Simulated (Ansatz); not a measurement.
Random displacements in AlN

Computed with DFT r2SCAN, scalar-relativistic, plane waves, PAW (Ansatz). The runs took a 500 eV cutoff, a Γ-centred 12×12×6 mesh and Gaussian smearing (0.05 eV). No spin polarisation. Energies are free energies at this smearing, counted from the undisturbed cell; pressure is positive in compression.

Reference structure (as given, not relaxed at this level):

```xyz
4
Lattice="3.1110 0.0000 0.0000 -1.5555 2.6942 0.0000 0.0000 0.0000 4.9780" Properties=species:S:1:pos:R:3 pbc="T T T"
Al    0.0000    1.7961    0.0000
Al    1.5555    0.8981    2.4890
N     0.0000    1.7961    1.9165
N     1.5555    0.8981    4.4055
```

The atoms are displaced (Å, in the unstrained cell):

| atom | ux | uy | uz |
| --- | --- | --- | --- |
| Al1 | -0.052 | 0.021 | -0.048 |
| Al2 | 0.267 | 0.315 | 0.257 |
| N3 | -0.005 | -0.247 | -0.098 |
| N4 | -0.211 | -0.089 | -0.111 |

Strain (Voigt, engineering shear): (0.0402, 0.0371, -0.0226, 0.0437, -0.0142, -0.0627).

(1) What are the energy change, the stress and the forces?

Answers

(1) ΔE = 826.6 meV/atom; stress (xx, yy, zz, yz, xz, xy; compression positive) (2.44, -3.63, 43.13, -10.25, -18.15, 9.45) GPa; gap on the mesh 1.82 eV.
```tsv
atom	Fx (eV/Å)	Fy	Fz
Al1	0.13	-1.14	2.51
Al2	-5.14	-0.65	-6.84
N3	4.99	1.54	-0.97
N4	0.02	0.26	5.29
```

Cost: 1 run of about 0.67 core-minutes, on Intel Xeon Processor @ 2.70GHz (shared hosts).